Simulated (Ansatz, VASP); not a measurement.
## One calculation of ZnSe (Stilleite), two programs

File INCAR:

```
SYSTEM = ZnSe
PREC     = Accurate       ! precision mode
ENCUT    = 520            ! plane-wave cutoff, eV
EDIFF    = 1E-7           ! SCF threshold, eV
ISMEAR   = -1             ! smearing method
SIGMA    = 0.02           ! smearing width, eV
LREAL    = .FALSE.        ! projectors in reciprocal space
LASPH    = .TRUE.         ! aspherical terms in the spheres
NELM     = 100            ! most SCF steps
ALGO     = Normal         ! electronic algorithm
ISIF     = 2              ! what is computed and relaxed
LWAVE    = .FALSE.        ! write WAVECAR
LCHARG   = .FALSE.        ! write CHGCAR
GGA      = PE             ! functional
NBANDS   = 16             ! bands
```

The input KPOINTS:

```
Automatic mesh
0
G
  8 8 8
  0 0 0
```

Contents of POSCAR:

```
ZnSe
1.0
    0.0000000000      2.8324246721      2.8324246721
    2.8324246721      0.0000000000      2.8324246721
    2.8324246721      2.8324246721      0.0000000000
Zn Se
1 1
Direct
    0.0000000000      0.0000000000      0.0000000000
    0.2500000000      0.2500000000      0.2500000000
```

Input for Ansatz:

```yaml
crystal:
  lattice:
    - [0.0, 2.8324246721, 2.8324246721]
    - [2.8324246721, 0.0, 2.8324246721]
    - [2.8324246721, 2.8324246721, 0.0]
  atoms:
    - { symbol: Zn, position: [0.0, 0.0, 0.0] }
    - { symbol: Se, position: [0.25, 0.25, 0.25] }
kpoints:
  mp_grid: { grid: [8, 8, 8] }
  band_path:
    path:
      - [[0.0, 0.0, 0.0], [-0.5, -0.5, -2.068785057426e-34], [-0.375, -0.375, 0.25]]
      - [[-0.375, 2.640171199127e-17, 0.375], [0.0, 0.0, 0.0], [1.760114132751e-17, 1.760114132751e-17, 0.5], [-0.5, -0.25, 0.25], [-0.5, -0.5, -2.068785057426e-34]]
    npoints: 10
hamiltonian:
  xc: pbe
scf:
  occupations: { method: fermi_dirac, width: 0.02 }
  n_extra_bands: 4
output:
  forces: true
  stress: true
  eigenvalues: true
```

Alike in both runs: task single point; functional PBE; k mesh 8 × 8 × 8; occupations fermi-dirac, width 0.02 eV; no spin polarisation.

|  | VASP | Ansatz |
| --- | --- | --- |
| version | VASP 6.6.1 | Ansatz 0.2.0 |
| potentials or method | VASP PAW PBE potentials, release 64 (Zn, Se) | plane waves, PAW |
| plane-wave cutoff (eV) | 520 | 420 |
| valence electrons in the cell | 18 | 28 |

```csv
,VASP,Ansatz,Ansatz less VASP
gap on the k mesh at the Fermi level (eV),1.30,1.29,-0.002
pressure (GPa),2.4,2.2,-0.24
```

The two sets of potentials don't hold the same shells in valence.

As with any semilocal functional, this PBE gap is likely too small.
